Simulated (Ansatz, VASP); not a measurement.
**One calculation of PbS (Galena), two programs**

```
Pb S
1.0
     0.00000    2.96575    2.96575
     2.96575    0.00000    2.96575
     2.96575    2.96575    0.00000
Pb S
1 1
Direct
  0.98314 0.98314 0.01686
  0.50000 0.50000 0.50000
```

Alike in both runs: task single point; functional PBE; k mesh 6 × 6 × 6; no spin polarisation.

|  | VASP | Ansatz |
| --- | --- | --- |
| version | VASP 6.6.1 | Ansatz 0.2.0 |
| potentials or method | VASP PAW PBE potentials, release 64 (Pb_d, S) | plane waves, PAW |
| plane-wave cutoff (eV) | 520 | 420 |
| occupations | fermi-dirac, width 0.1 eV | fermi-dirac |
| valence electrons in the cell | 20 | 20 |

|  | VASP | Ansatz | Ansatz less VASP |
| --- | --- | --- | --- |
| rms of the force components (eV/Å) | 0.034 | 0.034 | -0.0006 |

Atom by atom the forces differ by 0.001 eV/Å (rms over components).
